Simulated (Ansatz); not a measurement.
Magnetic states of manganese, bcc

Level of theory: DFT, r2SCAN, plane waves (500 eV) with PAW, scalar-relativistic (Ansatz). (PAW data from PBE, frozen cores regenerated.)

Each start was relaxed and then solved on a dense mesh, with Fermi-Dirac smearing of 0.05 eV (0.1 eV in a metal without spin) extrapolated to zero. Rows within 2 meV/atom of each other tie.

(1) Where does each start end, and how do the energies compare? Starts: non-magnetic; ferromagnetic; antiferromagnetic (CsCl-type).

Results:

(1) 
```tsv
start	ends	ΔE (meV/atom)	V (Å³/atom)
antiferromagnetic (CsCl-type)	antiferromagnetic, largest moment 3.83 μB in the atomic sphere	0.0	14.93
ferromagnetic	ferromagnetic, net 1.12 μB per atom	491.3	10.83
non-magnetic	spin not included	580.2	10.52
```
